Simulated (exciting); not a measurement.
# Sr (Im-3m) in exciting: settings compared

One crystal, Sr, is run at these levels: PBE, LDA, PBEsol; tasks: single point.

All numbers are computed with exciting (release sodium); they aren't measurements. Logs are shortened: lines on timing, memory, paths and dates and some standing lists are left out, and cuts for length are marked.

### 1 Starting point

Symmetry: Im-3m, No. 229, cubic system. Conventional cell: a = 4.870 Å, b = 4.870 Å, c = 4.870 Å, α = 90.00°, β = 90.00°, γ = 90.00°. Around Sr (site symmetry m-3m) lie 8 Sr at 4.22 Å.

This isn't the form of Sr at room conditions, which is fcc.

### 2 Single point, PBE

input.xml

```xml
<input>
  <title>Sr</title>
  <structure speciespath="./" tshift="false">
    <crystal scale="1">
      <basevect>-4.601483113464 4.601483113464 4.601483113464</basevect>
      <basevect>4.601483113464 -4.601483113464 4.601483113464</basevect>
      <basevect>4.601483113464 4.601483113464 -4.601483113464</basevect>
    </crystal>
    <species speciesfile="Sr.xml" rmt="2.3">
      <atom coord="0.000000000000 0.000000000000 0.000000000000"/>
    </species>
  </structure>
  <groundstate do="fromscratch" ngridk="8 8 8" rgkmax="9" gmaxvr="14" lmaxapw="10" lmaxmat="10" lmaxvr="8" xctype="GGA_PBE" stype="Gaussian" swidth="0.00367493" nempty="8" ValenceRelativity="iora*" epsengy="1e-05" epspot="1e-05" maxscl="60" tforce="true" outputlevel="normal"/>
  <properties>
    <chargedensityplot>
      <plot3d>
        <box grid="22 22 22">
          <origin coord="0 0 0"/>
          <point coord="1 0 0"/>
          <point coord="0 1 0"/>
          <point coord="0 0 1"/>
        </box>
      </plot3d>
    </chargedensityplot>
    <elfplot>
      <plot3d>
        <box grid="22 22 22">
          <origin coord="0 0 0"/>
          <point coord="1 0 0"/>
          <point coord="0 1 0"/>
          <point coord="0 0 1"/>
        </box>
      </plot3d>
    </elfplot>
    <exccplot>
      <plot3d>
        <box grid="22 22 22">
          <origin coord="0 0 0"/>
          <point coord="1 0 0"/>
          <point coord="0 1 0"/>
          <point coord="0 0 1"/>
        </box>
      </plot3d>
    </exccplot>
  </properties>
</input>
```

Potentials or basis: all-electron LAPW+lo, shipped species files, valence relativity iora*.

Command:

```sh
$ OMP_NUM_THREADS=1 exciting_smp
```

INFO.OUT:

```text
================================================================================
EXCITING SODIUM started
[... 10 lines left out ...]

 Lattice vectors (cartesian) :
     -4.6014831135      4.6014831135      4.6014831135
      4.6014831135     -4.6014831135      4.6014831135
      4.6014831135      4.6014831135     -4.6014831135

 Reciprocal lattice vectors (cartesian) :
      0.0000000000      0.6827348001      0.6827348001
      0.6827348001      0.0000000000      0.6827348001
      0.6827348001      0.6827348001      0.0000000000

 Unit cell volume                           :     389.7207136032
 Brillouin zone volume                      :       0.6364819851

 Species :    1 (Sr)
     parameters loaded from                 :    Sr.xml
     name                                   :    strontium
     nuclear charge                         :     -38.00000000
     electronic charge                      :      38.00000000
     atomic mass                            :  159721.48900000
     muffin-tin radius                      :       2.30000000
     # of radial points in muffin-tin       :     400

     atomic positions (lattice) :
       1 :   0.00000000  0.00000000  0.00000000

 Total number of atoms per unit cell        :       1

 Spin treatment                             :    spin-unpolarised

 Number of Bravais lattice symmetries       :      48
 Number of crystal symmetries               :      48

 k-point grid                               :       8    8    8
 Total number of k-points                   :      29
 k-point set is reduced with crystal symmetries

 R^MT_min * |G+k|_max (rgkmax)              :       9.00000000
 Species with R^MT_min                      :       1 (Sr)
 Maximum |G+k| for APW functions            :       3.91304348
 Maximum |G| for potential and density      :      14.00000000

 G-vector grid sizes                        :      36    36    36
 Total number of G-vectors                  :   18053

 Maximum angular momentum used for
     APW functions                          :      10
     computing H and O matrix elements      :      10
     potential and density                  :       8
     inner part of muffin-tin               :       2

 Total nuclear charge                       :     -38.00000000
 Total electronic charge                    :      38.00000000
 Total core charge                          :      28.00000000
 Total valence charge                       :      10.00000000

 Number of empty states                     :       8
 Total number of valence states             :      14

 Maximum Hamiltonian size                   :     428
 Maximum number of plane-waves              :     420
 Total number of local-orbitals             :       8

 Exchange-correlation type                  :      20
     Perdew-Burke-Ernzerhof, Phys. Rev. Lett. 77, 3865 (1996)
     Generalised gradient approximation (GGA)

 Smearing scheme                            :    Gaussian
 Smearing width                             :       0.00367493

 Using multisecant Broyden potential mixing
[... 16 lines left out ...]
+ SCF iteration number :    1                                                  +
++++++++++++++++++++++++++++++++++++++++++++++++++++++++++++++++++++++++++++++++
 Total energy                               :     -3180.44659588
 _______________________________________________________________
 Fermi energy                               :         0.12513886
 Kinetic energy                             :      3275.02595902
 Coulomb energy                             :     -6350.28648153
 Exchange energy                            :      -103.30090072
 Correlation energy                         :        -1.88517265

 DOS at Fermi energy (states/Ha/cell)       :        27.26977976

 Electron charges :
     core                                   :        28.00000000
     core leakage                           :         0.00017689
     valence                                :        10.00000000
     interstitial                           :         2.57016614
     charge in muffin-tin spheres :
                  atom     1    Sr          :        35.42983386
     total charge in muffin-tins            :        35.42983386
     total charge                           :        38.00000000

++++++++++++++++++++++++++++++++++++++++++++++++++++++++++++++++++++++++++++++++
+ SCF iteration number :    2                                                  +
++++++++++++++++++++++++++++++++++++++++++++++++++++++++++++++++++++++++++++++++
 Total energy                               :     -3180.22867533
 _______________________________________________________________
 Fermi energy                               :         0.12660564
 Kinetic energy                             :      3275.07392790
 Coulomb energy                             :     -6350.12112557
 Exchange energy                            :      -103.29627503
 Correlation energy                         :        -1.88520264

 DOS at Fermi energy (states/Ha/cell)       :        27.30860185

 Electron charges :
     core                                   :        28.00000000
     core leakage                           :         0.00017727
     valence                                :        10.00000000
     interstitial                           :         2.56907110
     charge in muffin-tin spheres :
                  atom     1    Sr          :        35.43092890
     total charge in muffin-tins            :        35.43092890
     total charge                           :        38.00000000

 RMS change in effective potential (target) :  0.430098E-01  ( 0.100000E-04)
 Absolute change in total energy   (target) :  0.217921      ( 0.100000E-04)
 Charge distance                   (target) :  0.239039E-03  ( 0.100000E-04)
 Abs. change in max-nonIBS-force   (target) :   0.00000      ( 0.500000E-04)

++++++++++++++++++++++++++++++++++++++++++++++++++++++++++++++++++++++++++++++++
+ SCF iteration number :    3                                                  +
++++++++++++++++++++++++++++++++++++++++++++++++++++++++++++++++++++++++++++++++
 Total energy                               :     -3180.08597781
 _______________________________________________________________
 Fermi energy                               :         0.12782508
 Kinetic energy                             :      3275.10533593
 Coulomb energy                             :     -6350.01256685
 Exchange energy                            :      -103.29351261
 Correlation energy                         :        -1.88523428

 DOS at Fermi energy (states/Ha/cell)       :        27.35568547

 Electron charges :
     core                                   :        28.00000000
     core leakage                           :         0.00017748
     valence                                :        10.00000000
     interstitial                           :         2.56810046
     charge in muffin-tin spheres :
                  atom     1    Sr          :        35.43189954
     total charge in muffin-tins            :        35.43189954
     total charge                           :        38.00000000
[... 185 lines left out ...]
 DOS at Fermi energy (states/Ha/cell)       :        27.61377654

 Electron charges :
     core                                   :        28.00000000
     core leakage                           :         0.00017762
     valence                                :        10.00000000
     interstitial                           :         2.56555312
     charge in muffin-tin spheres :
                  atom     1    Sr          :        35.43444688
     total charge in muffin-tins            :        35.43444688
     total charge                           :        38.00000000

 RMS change in effective potential (target) :  0.759689E-08  ( 0.100000E-04)
 Absolute change in total energy   (target) :  0.702328E-05  ( 0.100000E-04)
 Charge distance                   (target) :  0.618288E-08  ( 0.100000E-04)
 Abs. change in max-nonIBS-force   (target) :   0.00000      ( 0.500000E-04)

++++++++++++++++++++++++++++++++++++++++++++++++++++++++++++++++++++++++++++++++
+ SCF iteration number :   11                                                  +
++++++++++++++++++++++++++++++++++++++++++++++++++++++++++++++++++++++++++++++++
 Total energy                               :     -3179.85135501
 _______________________________________________________________
 Fermi energy                               :         0.13117209
 Kinetic energy                             :      3275.16938050
 Coulomb energy                             :     -6349.84493023
 Exchange energy                            :      -103.29045162
 Correlation energy                         :        -1.88535366

 DOS at Fermi energy (states/Ha/cell)       :        27.61377772

 Electron charges :
     core                                   :        28.00000000
     core leakage                           :         0.00017762
     valence                                :        10.00000000
     interstitial                           :         2.56555312
     charge in muffin-tin spheres :
                  atom     1    Sr          :        35.43444688
     total charge in muffin-tins            :        35.43444688
     total charge                           :        38.00000000

 RMS change in effective potential (target) :  0.316874E-09  ( 0.100000E-04)
 Absolute change in total energy   (target) :  0.574180E-06  ( 0.100000E-04)
 Charge distance                   (target) :  0.585694E-09  ( 0.100000E-04)
 Abs. change in max-nonIBS-force   (target) :   0.00000      ( 0.500000E-04)

++++++++++++++++++++++++++++++++++++++++++++++++++++++++++++++++++++++++++++++++
| Convergency criteria checked for the last 2 iterations                       +
| Convergence targets achieved. Performing final SCF iteration                 +
++++++++++++++++++++++++++++++++++++++++++++++++++++++++++++++++++++++++++++++++
 Total energy                               :     -3179.85135507
 _______________________________________________________________
 Fermi energy                               :         0.13117209
 Kinetic energy                             :      3275.16938045
 Coulomb energy                             :     -6349.84493024
 Exchange energy                            :      -103.29045162
 Correlation energy                         :        -1.88535366

 DOS at Fermi energy (states/Ha/cell)       :        27.61377756

 Electron charges :
     core                                   :        28.00000000
     core leakage                           :         0.00017762
     valence                                :        10.00000000
     interstitial                           :         2.56555312
     charge in muffin-tin spheres :
                  atom     1    Sr          :        35.43444688
     total charge in muffin-tins            :        35.43444688
     total charge                           :        38.00000000

++++++++++++++++++++++++++++++++++++++++++++++++++++++++++++++++++++++++++++++++
+ Self-consistent loop stopped                                                 +
++++++++++++++++++++++++++++++++++++++++++++++++++++++++++++++++++++++++++++++++
 STATE.OUT is written

--------------------------------------------------------------------------------
- Writing atomic positions and forces                                          -
--------------------------------------------------------------------------------

 Atomic positions (lattice) :
 atom     1  Sr  :     0.00000000    0.00000000    0.00000000

 Total atomic forces including IBS (cartesian) :
 atom     1  Sr  :     0.00000000    0.00000000    0.00000000

 Atomic force components including IBS (cartesian) :
 atom     1  Sr  :     0.00000000    0.00000000    0.00000000   HF force
                 :     0.00000000    0.00000000    0.00000000   core correction
                 :     0.00000000    0.00000000    0.00000000   IBS correction

********************************************************************************
[... 7 lines left out ...]
| EXCITING SODIUM stopped                                                      =
================================================================================
```

Wall time 44 s (1 thread of Intel Xeon Platinum 8488C (Sapphire Rapids), shared host); peak memory 0.12 GiB.

What came out:

- Free energy: -86528.1685 eV
- Band gap on the k mesh: none (metal or under the smearing width)
- All electrons inside the program's atomic spheres: Sr 35.43 (radii Sr 2.3 bohr)
- Density of states at the Fermi level: 1.01 states/eV per cell

Levels at points of the mesh, in eV from the Fermi level:
| k point | band 1 | band 2 | band 3 | band 4 | band 5 | band 6 | band 7 | band 8 | band 9 | band 10 |
| --- | --- | --- | --- | --- | --- | --- | --- | --- | --- | --- |
| (0.00, 0.00, 0.00) | -36.69 | -18.59 | -18.59 | -18.59 | -3.57 | 2.32 | 2.32 | 2.32 | 3.58 | 3.58 |
| (0.50, 0.00, 0.00) | -36.68 | -18.75 | -18.64 | -18.59 | -0.98 | 0.15 | 1.21 | 3.38 | 4.04 | 5.18 |
| (0.50, 0.50, 0.50) | -36.67 | -18.71 | -18.71 | -18.71 | -0.08 | -0.08 | 3.40 | 3.40 | 3.40 | 4.81 |

Caveat: the log's total energy holds no entropy term; the free energy is that total less TS from the occupations; the cell was measured hot, at 901 K.

### 3 Single point, LDA

input.xml

```xml
<input>
  <title>Sr</title>
  <structure speciespath="./" tshift="false">
    <crystal scale="1">
      <basevect>-4.601483113464 4.601483113464 4.601483113464</basevect>
      <basevect>4.601483113464 -4.601483113464 4.601483113464</basevect>
      <basevect>4.601483113464 4.601483113464 -4.601483113464</basevect>
    </crystal>
    <species speciesfile="Sr.xml" rmt="2.3">
      <atom coord="0.000000000000 0.000000000000 0.000000000000"/>
    </species>
  </structure>
  <groundstate do="fromscratch" ngridk="8 8 8" rgkmax="9" gmaxvr="14" lmaxapw="10" lmaxmat="10" lmaxvr="8" xctype="LDA_PW" stype="Gaussian" swidth="0.00367493" nempty="8" ValenceRelativity="iora*" epsengy="1e-05" epspot="1e-05" maxscl="60" tforce="true" outputlevel="normal"/>
</input>
```

Potentials or basis: all-electron LAPW+lo, shipped species files, valence relativity iora*.

Command:

```sh
$ OMP_NUM_THREADS=1 exciting_smp
```

Run time: 37 s. Hardware: 1 thread of Intel Xeon Platinum 8488C (Sapphire Rapids), shared host; peak memory 0.12 GiB.

Results (log left out):

```yaml
Free_energy: -86428.3152 eV
Band_gap_on_the_k_mesh: none (metal or under the smearing width)
All_electrons_inside_the_program's_atomic_spheres: Sr 35.43 (radii Sr 2.3 bohr)
Density_of_states_at_the_Fermi_level: 0.85 states/eV per cell
```

Levels at points of the mesh, in eV from the Fermi level:
```csv
k point,band 2,band 3,band 4,band 5,band 6,band 7,band 8,band 9
"(0.00, 0.00, 0.00)",-18.55,-18.55,-18.55,-3.60,2.20,2.20,2.20,3.49
"(0.50, 0.00, 0.00)",-18.72,-18.61,-18.55,-1.03,0.20,1.13,3.26,3.92
"(0.50, 0.50, 0.50)",-18.68,-18.68,-18.68,-0.09,-0.09,3.38,3.38,3.38
```

Caveat: the log's total energy holds no entropy term; the free energy is that total less TS from the occupations; the cell was measured hot, at 901 K.

[end of part 1 of 2]
